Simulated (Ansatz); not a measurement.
# Ga (C2/c) in Ansatz: a series of runs

The runs below take Ga through relaxation of cell and atoms, with PBEsol.

All numbers are computed with Ansatz 0.2.0; they aren't measurements. Logs are shortened: lines on timing, memory, paths and dates and some standing lists are left out, and cuts for length are marked.

## 1. The crystal as given

Symmetry: C2/c, No. 15, monoclinic system. Conventional cell: a = 2.766 Å, b = 8.053 Å, c = 3.332 Å, α = 90.00°, β = 92.02°, γ = 90.00°. Around Ga (site symmetry 2) lie 8 Ga at 2.69 to 2.92 Å.

This isn't the form of Ga at room conditions, which is orthorhombic.

## 2. Relaxation of cell and atoms, PBEsol

Contents of input.yaml:

```yaml
crystal:
  lattice:
    - [1.383, -4.0265, 0.0]
    - [1.383, 4.0265, 0.0]
    - [-0.1174474948, 0.0, 3.3299294416]
  atoms:
    - { symbol: Ga, position: [0.131, 0.869, 0.75] }
    - { symbol: Ga, position: [0.869, 0.131, 0.25] }
hamiltonian:
  xc: pbesol
  pseudopotentials: { kind: paw }
kpoints:
  mp_grid: { grid: [10, 10, 8] }
scf:
  occupations: { method: fermi_dirac, width: 0.05 }
output:
  forces: true
  stress: true
  eigenvalues: true
  write_density: true
  write_potential: true
  elf: true
  volumetric_format: npy
relax:
  f_tol: 0.01
  max_steps: 40
  cell: { stress_tol: 0.05 }
```

Potentials or basis: Ansatz PAW.

Command:

```
> ansatz run input.yaml --threads 2 --pin off --max-ram 5632MiB --backend cpu --events-out ev --progress --plain --runs-dir out
```

What it wrote:

```text
Warning: RAYON_NUM_THREADS=2 ignored (pool sized by the plan → 2); use --threads N
Engine: ansatz 0.2.0, aarch64-unknown-linux-gnu
Pseudopotentials: kind: paw
Pseudopotential: Ga, paw, valence charge 13, recommended cutoff 420 eV (normal), Ga.paw.azcp
Functional definition: PBEsol
  exchange = pbesol_x
  correlation = pbesol_c
Crystal: 2 atoms, lattice volume = 37.086 Å³
Basis set: ecut = 420 eV, 721 PW (Γ), exchange–correlation on 60×60×48 points (8 copies of the dense FFT grid, shifted against one another)
Bands: 17, of which v1, the nominal top of the filled ones, is band 13 counted from 1 (12 counted from 0)
Symmetry: 4 space group operations
Space group: C2/c (ITA 15), of the structure as read, at distance tolerance 3.3e-5 Å
k-points: 227 of 800
Non-local potential: Ga, projectors of the file, l = 0: 2, l = 1: 2, l = 2: 3, l = 3: 1
PAW form: soft (Blöchl's): semilocal exchange-correlation on the pseudo side does not see the compensation charge
PAW frozen core: Ga, regenerated for the run's functional, and the local potential with it (the file was generated under x = pbe(κ = 0.804, μ = 0.2195149727645171), c = pbe(β = 0.06672455060314922))
PAW one-centre angular grid: Ga, 590 points (default); XC on 64 Gauss nodes
Initial density: superposition of atomic densities (neutral atoms: chi_scale 0, normalization atom), corrected by the library's trained network
Initial wavefunctions: pseudopotential atomic-orbital guess
Functional: x = pbesol(κ = 0.804, μ = 0.12345679012345678), c = pbesol(β = 0.046)
SCF iter   1: F=—  HF=-7486.375367 eV  |F-HF|=—  |Δ(HF+E_count)|=         —  Δρ=2.02e-3  dr2=1.21e-3  ethr=1.77e-3  ⟨swp⟩=5.6  Hψ=18343  notcnv=0
preconditioner: auto → Kerker (q_TF=auto, 2.571 Å⁻¹)  [metal: Δε(μ)=0.010 eV  Ē_g=17.148 eV  σ=0.050 eV  W_gap=0.05  n_scr=12 (ndim 8)  ℏωp=31.1 eV  f_vac=0.000  D(μ)=0.71/eV (n_scr^D=2)]
SCF iter   2: F=—  HF=-7486.374040 eV  |F-HF|=—  |Δ(HF+E_count)|=   1.33e-3  Δρ=1.04e-3  dr2=4.28e-4  ethr=4.64e-6  ⟨swp⟩=2.0  Hψ=8036  notcnv=0
SCF iter   3: F=—  HF=-7486.373994 eV  |F-HF|=—  |Δ(HF+E_count)|=   4.61e-5  Δρ=4.53e-4  dr2=1.19e-4  ethr=1.64e-6  ⟨swp⟩=1.0  Hψ=3869  notcnv=0
SCF iter   4: F=—  HF=-7486.373968 eV  |F-HF|=—  |Δ(HF+E_count)|=   2.58e-5  Δρ=1.02e-4  dr2=7.28e-6  ethr=4.58e-7  ⟨swp⟩=2.9  Hψ=6798  notcnv=0
SCF iter   5: F=—  HF=-7486.373965 eV  |F-HF|=—  |Δ(HF+E_count)|=   3.78e-6  Δρ=1.28e-4  dr2=2.86e-6  ethr=2.80e-8  ⟨swp⟩=2.0  Hψ=6798  notcnv=0
SCF iter   6: F=—  HF=-7486.373962 eV  |F-HF|=—  |Δ(HF+E_count)|=   2.15e-6  Δρ=1.58e-5  dr2=7.19e-8  ethr=3.85e-10  ⟨swp⟩=6.9  Hψ=25579  notcnv=0
SCF iter   7: F=-7486.373962 eV  HF=-7486.373962 eV  |F-HF|=2.92e-8  |Δ(HF+E_count)|=   8.42e-8  Δρ=1.07e-5  dr2=1.92e-8  ethr=2.77e-10  ⟨swp⟩=8.7  Hψ=26837  notcnv=0
SCF 1 converged in 7 iterations: F = -7486.373962 eV  dr2 = 1.92e-8
relax step   1: F+E_penalty+E_count = -7486.37396235 eV  Δ(F+E_penalty+E_count) = +0.000e0 eV  max|allowed force component| = 1.969e-1 eV/Å  Δτ_max = 0.0000 Å  P = -1.967 GPa  Ω = 37.086 Å³  (7 SCF iters, dr2 threshold 1.00e-7 eV, accepted)
Crystal: 2 atoms, lattice volume = 35.436 Å³
Basis set: ecut = 420 eV, 679 PW (Γ), exchange–correlation on 60×60×48 points (8 copies of the dense FFT grid, shifted against one another)
Initial density: handed on by an earlier stage of this run
Initial wavefunctions: those handed on with the density
iter 1 solved again at ethr=8.05e-6 eV; its pass at ethr=3.10e-3 eV (dr2=2.09e-3 eV) is discarded
SCF iter   1: F=—  HF=-7486.392876 eV  |F-HF|=—  |Δ(HF+E_count)|=         —  Δρ=2.83e-3  dr2=2.16e-3  ethr=8.05e-6  ⟨swp⟩=2.0  Hψ=25542  notcnv=0
preconditioner: auto → Kerker (q_TF=auto, 2.591 Å⁻¹)  [metal: Δε(μ)=0.022 eV  Ē_g=17.390 eV  σ=0.050 eV  W_gap=0.11  n_scr=12 (ndim 8)  ℏωp=31.8 eV  f_vac=0.000  D(μ)=0.60/eV (n_scr^D=2)]
SCF iter   2: F=—  HF=-7486.392561 eV  |F-HF|=—  |Δ(HF+E_count)|=   3.16e-4  Δρ=1.68e-3  dr2=9.51e-4  ethr=8.05e-6  ⟨swp⟩=1.0  Hψ=3898  notcnv=0
SCF iter   3: F=—  HF=-7486.392404 eV  |F-HF|=—  |Δ(HF+E_count)|=   1.57e-4  Δρ=4.33e-4  dr2=7.15e-5  ethr=3.66e-6  ⟨swp⟩=2.8  Hψ=6928  notcnv=0
SCF iter   4: F=—  HF=-7486.392357 eV  |F-HF|=—  |Δ(HF+E_count)|=   4.68e-5  Δρ=2.73e-4  dr2=1.53e-5  ethr=2.75e-7  ⟨swp⟩=2.0  Hψ=6798  notcnv=0
SCF iter   5: F=—  HF=-7486.392354 eV  |F-HF|=—  |Δ(HF+E_count)|=   3.43e-6  Δρ=4.78e-5  dr2=1.39e-6  ethr=5.89e-8  ⟨swp⟩=2.0  Hψ=6448  notcnv=0
SCF iter   6: F=-7486.392354 eV  HF=-7486.392354 eV  |F-HF|=6.65e-8  |Δ(HF+E_count)|=   3.18e-7  Δρ=1.71e-5  dr2=1.54e-7  ethr=7.69e-10  ⟨swp⟩=6.9  Hψ=27434  notcnv=0
SCF 2 converged in 6 iterations: F = -7486.392354 eV  dr2 = 1.54e-7
[... 62 lines left out ...]
Initial wavefunctions: pseudopotential atomic-orbital guess (no wavefunctions were taken with the density)
iter 1 solved again at ethr=1.39e-7 eV; its pass at ethr=3.10e-3 eV (dr2=3.62e-5 eV) is discarded
SCF iter   1: F=—  HF=-7486.398682 eV  |F-HF|=—  |Δ(HF+E_count)|=         —  Δρ=3.06e-4  dr2=1.06e-6  ethr=1.39e-7  ⟨swp⟩=2.9  Hψ=26171  notcnv=0
preconditioner: auto → Kerker (q_TF=auto, 2.586 Å⁻¹)  [metal: Δε(μ)=0.063 eV  Ē_g=17.344 eV  σ=0.050 eV  W_gap=0.29  n_scr=12 (ndim 8)  ℏωp=31.6 eV  f_vac=0.000  D(μ)=0.42/eV (n_scr^D=0)]
SCF iter   2: F=—  HF=-7486.398699 eV  |F-HF|=—  |Δ(HF+E_count)|=   1.69e-5  Δρ=1.63e-4  dr2=6.63e-7  ethr=4.06e-9  ⟨swp⟩=2.0  Hψ=6137  notcnv=0
SCF iter   3: F=—  HF=-7486.398704 eV  |F-HF|=—  |Δ(HF+E_count)|=   5.43e-6  Δρ=3.98e-5  dr2=2.80e-8  ethr=2.55e-9  ⟨swp⟩=2.0  Hψ=6087  notcnv=0
SCF iter   4: F=—  HF=-7486.398704 eV  |F-HF|=—  |Δ(HF+E_count)|=   2.93e-7  Δρ=6.88e-6  dr2=3.72e-9  ethr=1.08e-10  ⟨swp⟩=2.0  Hψ=6754  notcnv=0
SCF iter   5: F=—  HF=-7486.398704 eV  |F-HF|=—  |Δ(HF+E_count)|=   1.19e-8  Δρ=1.16e-6  dr2=1.68e-10  ethr=1.43e-11  ⟨swp⟩=2.0  Hψ=6790  notcnv=0
SCF iter   6: F=-7486.398704 eV  HF=-7486.398704 eV  |F-HF|=3.64e-12  |Δ(HF+E_count)|=  2.00e-10  Δρ=1.52e-7  dr2=8.51e-12  ethr=1.00e-12  ⟨swp⟩=5.3  Hψ=16756  notcnv=0
SCF 8 converged in 6 iterations: F = -7486.398704 eV  dr2 = 8.51e-12
relax step   8: F+E_penalty+E_count = -7486.39870435 eV  Δ(F+E_penalty+E_count) = +3.435e-4 eV  max|allowed force component| = 1.447e-3 eV/Å  Δτ_max = 0.0000 Å  P = +0.009 GPa  Ω = 35.827 Å³  stress off target by 5.18e-2 GPa  SCF on the basis re-selected at this cell (its energy is not comparable with the rows above)  (6 SCF iters)
basis re-selected at this cell: Δ(F+E_penalty+E_count) = +3.435e-4 eV, ΔP = +0.001 GPa vs the last step (what re-selecting the basis moved, of the pressure what is left beyond the Pulay correction that the steps carried, after the strain that the cell walked since its last selection, with what the two solves' SCF thresholds leave and, on support functions, any second-order correction that the steps lacked; it is no measure of the basis error at this ecutwfc). This SCF's stress stands 5.18e-2 GPa from its target on what of the cell is left free (relax.cell.stress_tol is 5.00e-2 GPa) and its largest allowed force component is 1.45e-3 eV/Å (relax.f_tol is 1.00e-2 eV/Å): not within both, so this SCF does not close the relaxation
iter 1 solved again at ethr=2.08e-9 eV; its pass at ethr=3.10e-3 eV (dr2=5.42e-7 eV) is discarded
SCF iter   1: F=—  HF=-7486.398710 eV  |F-HF|=—  |Δ(HF+E_count)|=         —  Δρ=4.04e-5  dr2=6.67e-7  ethr=2.08e-9  ⟨swp⟩=2.5  Hψ=21944  notcnv=0
preconditioner: auto → Kerker (q_TF=auto, 2.586 Å⁻¹)  [metal: Δε(μ)=0.063 eV  Ē_g=17.343 eV  σ=0.050 eV  W_gap=0.30  n_scr=12 (ndim 8)  ℏωp=31.6 eV  f_vac=0.000  D(μ)=0.42/eV (n_scr^D=0)]
SCF iter   2: F=—  HF=-7486.398710 eV  |F-HF|=—  |Δ(HF+E_count)|=   8.33e-8  Δρ=2.74e-5  dr2=3.19e-7  ethr=2.08e-9  ⟨swp⟩=1.0  Hψ=3859  notcnv=0
SCF iter   3: F=—  HF=-7486.398710 eV  |F-HF|=—  |Δ(HF+E_count)|=   7.22e-8  Δρ=8.36e-6  dr2=1.75e-8  ethr=1.23e-9  ⟨swp⟩=2.8  Hψ=6867  notcnv=0
SCF iter   4: F=-7486.398710 eV  HF=-7486.398710 eV  |F-HF|=1.00e-10  |Δ(HF+E_count)|=   1.85e-8  Δρ=2.83e-6  dr2=2.09e-9  ethr=2.58e-11  ⟨swp⟩=6.8  Hψ=21065  notcnv=0
SCF 9 converged in 4 iterations: F = -7486.398710 eV  dr2 = 2.09e-9
relax step   9: F+E_penalty+E_count = -7486.39871024 eV  Δ(F+E_penalty+E_count) = -5.891e-6 eV  max|allowed force component| = 7.364e-4 eV/Å  Δτ_max = 0.0001 Å  P = +0.011 GPa  Ω = 35.831 Å³  energy of the carried Pulay correction = -1.630e-6 eV  (4 SCF iters, dr2 threshold 6.71e-9 eV, accepted)
iter 1 solved again at ethr=1.62e-7 eV; its pass at ethr=3.10e-3 eV (dr2=4.20e-5 eV) is discarded
SCF iter   1: F=—  HF=-7486.398713 eV  |F-HF|=—  |Δ(HF+E_count)|=         —  Δρ=2.74e-5  dr2=7.43e-9  ethr=1.62e-7  ⟨swp⟩=2.8  Hψ=26113  notcnv=0
eigensolver tolerance schedule: the retry pair's looser diagonalisation over-reported the residual by 5654.78 of it (diagonalisation noise at 0.42 of the residual, at the tolerance the schedule requests for it); recorded, not acted on — ethr = c·dr2/N_el stays at c = 1.0e-1
SCF iter   2: F=—  HF=-7486.398713 eV  |F-HF|=—  |Δ(HF+E_count)|=   5.24e-7  Δρ=1.40e-5  dr2=2.53e-9  ethr=2.86e-11  ⟨swp⟩=2.2  Hψ=6796  notcnv=0
SCF iter   3: F=—  HF=-7486.398713 eV  |F-HF|=—  |Δ(HF+E_count)|=   3.85e-8  Δρ=8.47e-7  dr2=2.16e-10  ethr=9.75e-12  ⟨swp⟩=2.0  Hψ=6275  notcnv=0
SCF iter   4: F=—  HF=-7486.398713 eV  |F-HF|=—  |Δ(HF+E_count)|=  4.00e-11  Δρ=6.39e-7  dr2=8.15e-11  ethr=1.00e-12  ⟨swp⟩=2.0  Hψ=6159  notcnv=0
SCF iter   5: F=—  HF=-7486.398713 eV  |F-HF|=—  |Δ(HF+E_count)|=  2.00e-11  Δρ=3.27e-7  dr2=2.60e-11  ethr=1.00e-12  ⟨swp⟩=2.0  Hψ=6129  notcnv=0
SCF iter   6: F=-7486.398713 eV  HF=-7486.398713 eV  |F-HF|=1.82e-12  |Δ(HF+E_count)|=  5.46e-12  Δρ=1.33e-7  dr2=4.42e-12  ethr=1.00e-12  ⟨swp⟩=5.0  Hψ=15564  notcnv=0
SCF 10 converged in 6 iterations: F = -7486.398713 eV  dr2 = 4.42e-12
relax step  10: F+E_penalty+E_count = -7486.39871262 eV  Δ(F+E_penalty+E_count) = -2.375e-6 eV  max|allowed force component| = 7.432e-4 eV/Å  Δτ_max = 0.0000 Å  P = +0.011 GPa  Ω = 35.831 Å³  stress off target by 3.57e-2 GPa  SCF on the basis re-selected at this cell (its energy is not comparable with the rows above)  (6 SCF iters)
basis re-selected at this cell: Δ(F+E_penalty+E_count) = -2.375e-6 eV, ΔP = +0.000 GPa vs the last step (what re-selecting the basis moved, of the pressure what is left beyond the Pulay correction that the steps carried, after the strain that the cell walked since its last selection, with what the two solves' SCF thresholds leave and, on support functions, any second-order correction that the steps lacked; it is no measure of the basis error at this ecutwfc). This SCF's stress stands 3.57e-2 GPa from its target on what of the cell is left free (relax.cell.stress_tol is 5.00e-2 GPa) and its largest allowed force component is 7.43e-4 eV/Å (relax.f_tol is 1.00e-2 eV/Å): within both
SCF converged after 6 iterations
Free energy (F): -7486.398713 eV
Harris-Foulkes:  -7486.398713 eV  (|F-HF|=1.82e-12)
Internal energy: -7486.395119 eV  (E = F + TS)
E sigma→0 (E₀):  -7486.396916 eV
Entropy (-TS):   -0.003593 eV (-1.797 meV/atom)
Fermi energy:    10.311414 eV
--- Per-component energies (eV) ---
  E_band       = -59.717846
  E_kinetic    = 231.065421
  E_local      = -3543.553896  (includes V_loc(G=0)·N_el)
  E_nonlocal   = 847.269266
  E_hartree    = 1667.794334
  E_xc         = -138.312386
  E_vxc        = -117.535532  (∫ρ·V_xc dr)
  E_paw        = -3893.132518  (= ΣΔE_a)
  E_vpaw       = -812.551487  (= ΣTr[D̂ρ^β])
  E_aug_tail   = -0.000238  (compensation charges beyond the density's cutoff)
  E_ewald      = -2659.251057
  E_core_change = 1.725956  (= ΣΔE_core)
  E_smearing   = -0.003593  (= −TS)
  E_closure    = -0.000000  (closes the sum)
  Σ components = -7486.398713   (vs F -7486.398713, Δ=0.00e0)
--- Forces (eV/Å), atoms counted from 1 ---
  atom   1  Ga     0.00000000     0.00074323     0.00000000
  atom   2  Ga     0.00000000    -0.00074323     0.00000000
  max |Σ_I F_I| component: 0.00e0 eV/Å
--- Stress (GPa, compression-positive) ---
        0.009352       0.000000       0.021116
        0.000000       0.004255       0.000000
        0.021116       0.000000       0.018810
  P = ⅓ Tr σ = 0.0108 GPa (0.108 kbar)
--- Band table (eV; the first three rows and the last of 227) ---
  k-point 0: bands = ["-4.9303", "-4.8977", "-4.8405", "-4.8283", "-4.5985", "-4.5834", "-4.5316", "-4.5285", "-4.5187", "-4.3665", "-1.3024", "7.8973", "8.6989", "12.8739", "16.6220", "18.7367", "19.9307"]
  k-point 1: bands = ["-4.9205", "-4.8955", "-4.8281", "-4.8083", "-4.6222", "-4.6167", "-4.5296", "-4.5030", "-4.4996", "-4.3938", "-1.0631", "8.1776", "8.5895", "11.1131", "18.9559", "19.1054", "19.7477"]
  k-point 2: bands = ["-4.9330", "-4.8351", "-4.8203", "-4.7495", "-4.6623", "-4.6620", "-4.5418", "-4.4708", "-4.4697", "-4.4578", "-0.3398", "7.0649", "9.0017", "10.3582", "16.9922", "17.0942", "19.6003"]
  k-point 226: bands = ["-4.8444", "-4.8444", "-4.7988", "-4.7988", "-4.6237", "-4.6237", "-4.5237", "-4.5237", "-4.5145", "-4.5145", "4.4146", "4.4146", "5.8498", "5.8498", "20.5645", "20.5645", "22.1034"]
--- Relaxed structure (8 steps of the walk, 6 accepted, 2 SCFs on fresh bases) ---
  F+E_penalty+E_count = -7486.39871262 eV   max|allowed force component| = 7.432e-4 eV/Å   (the final SCF, on the basis selected at the relaxed cell)
  cell:  # Å, volume = 35.8313 Å³
    - [1.4088788357010043, -4.0175864278629, 0.015381732158533798]
    - [1.4088788357010043, 4.0175864278629, 0.015381732158533801]
    - [-0.08260969410868874, 1.607948589765603e-18, 3.1642441149080347]
  atoms:
    - { symbol: Ga, position: [0.13513452799186448, 0.8648654720081355, 0.7499999999999999] }
    - { symbol: Ga, position: [0.8648654720081356, 0.13513452799186457, 0.24999999999999997] }
```

It took 39 s on 2 threads of Arm Neoverse V2, shared host; peak memory 0.42 GiB.

What came out:

* Free energy: -7486.3987 eV
* Relaxed volume: 17.92 Å³/atom
* Relaxed cell: a = 4.257 Å, b = 4.257 Å, c = 3.165 Å, α = 90.29°, β = 90.29°, γ = 141.35°
* Space group after relaxing (to 0.05 Å): C2/c (No. 15)
* Energy gained by relaxing: 12.4 meV/atom
* Ionic steps: 8
* Pressure after relaxing: 0.0 GPa
* Band gap on the k mesh: none (metal or under the smearing width)

Step by step:
| step | energy change (eV) | largest force (eV/Å) | volume (Å³) |
| --- | --- | --- | --- |
| 1 | 0.0000 | 0.1969 | 37.09 |
| 2 | -0.0184 | 0.0406 | 35.44 |
| 3 | -0.0221 | 0.0077 | 35.62 |
| 4 | -0.0248 | 0.0090 | 35.83 |
| 5 | -0.0251 | 0.0014 | 35.83 |
| 6 | -0.0247 | 0.0014 | 35.83 |
| 7 | -0.0247 | 0.0007 | 35.83 |
| 8 | -0.0248 | 0.0007 | 35.83 |

Final structure:
```
Ga
1.0
     1.40888   -4.01759    0.01538
     1.40888    4.01759    0.01538
    -0.08261    0.00000    3.16424
Ga
2
Direct
  0.13513 0.86487 0.75000
  0.86487 0.13513 0.25000
```

Levels at points of the mesh, in eV from the Fermi level:
| k point | band 9 | band 10 | band 11 | band 12 | band 13 | band 14 | band 15 | band 16 | band 17 |
| --- | --- | --- | --- | --- | --- | --- | --- | --- | --- |
| (0.00, 0.00, 0.00) | -14.83 | -14.68 | -11.61 | -2.41 | -1.61 | 2.56 | 6.31 | 8.43 | 9.62 |
| (0.00, 0.00, -0.50) | -14.75 | -14.75 | -7.75 | -7.75 | 1.69 | 1.69 | 2.54 | 2.54 | 11.05 |
| (0.00, -0.50, 0.00) | -14.74 | -14.73 | -6.62 | -5.60 | -1.84 | -0.27 | 6.62 | 6.88 | 9.09 |
| (0.00, -0.50, -0.50) | -14.72 | -14.72 | -3.02 | -2.99 | -1.77 | -1.68 | 1.79 | 2.03 | 4.20 |
| (-0.50, -0.50, 0.00) | -14.79 | -14.74 | -9.63 | -8.74 | 4.74 | 5.79 | 6.43 | 6.97 | 7.06 |
| (-0.50, -0.50, -0.50) | -14.83 | -14.83 | -5.90 | -5.90 | -4.46 | -4.46 | 10.25 | 10.25 | 11.79 |

Caveat: the plane-wave basis is chosen anew once the cell has moved, so the energies of steps on either side of that aren't comparable; the PAW data sets come from PBE, with cores solved anew for the run's functional, which leaves a small shift of forces and pressure.

(Part 1 of 2 ends here.)
